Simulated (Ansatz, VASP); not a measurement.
# Two plane-wave programs on MoS2 (pbesol)

```xyz
6
Lattice="3.1414 0.0000 0.0000 -1.5707 2.7205 0.0000 0.0000 0.0000 12.5814" Properties=species:S:1:pos:R:3 pbc="T T T"
Mo    0.0000    1.8137    3.1453
Mo    1.5707    0.9068    9.4360
S     0.0000    1.8137    7.8770
S     1.5707    0.9068    1.5863
S     0.0000    1.8137   10.9951
S     1.5707    0.9068    4.7044
```

Alike in both runs: functional PBEsol; k mesh 12 × 12 × 4; occupations gaussian, width 0.02 eV; no spin polarisation.

Ansatz relaxed the structure, and its values are those at the end. VASP's run is a single point on that final structure, the one shown.

|  | VASP | Ansatz |
| --- | --- | --- |
| version | VASP 6.6.1 | Ansatz 0.2.0 |
| potentials or method | VASP PAW PBE potentials, release 64 (Mo_sv, S) | scalar-relativistic, plane waves, PAW |
| plane-wave cutoff (eV) | 520 | 420 |
| valence electrons in the cell | 52 | 52 |

|  | VASP | Ansatz | Ansatz less VASP |
| --- | --- | --- | --- |
| gap on the k mesh at the Fermi level (eV) | 1.00 | 0.98 | -0.015 |
| least direct gap on the mesh (eV) | 1.75 | 1.74 | -0.005 |
| pressure (GPa) | 0.0 | 0.0 | +0.01 |

Caveats: the PAW data sets were made with another functional, which shifts forces and pressure a little (VASP); this functional lacks dispersion, which binds the layers, so the pressure and a relaxed spacing across them are unreliable. A k mesh can miss the band edges.
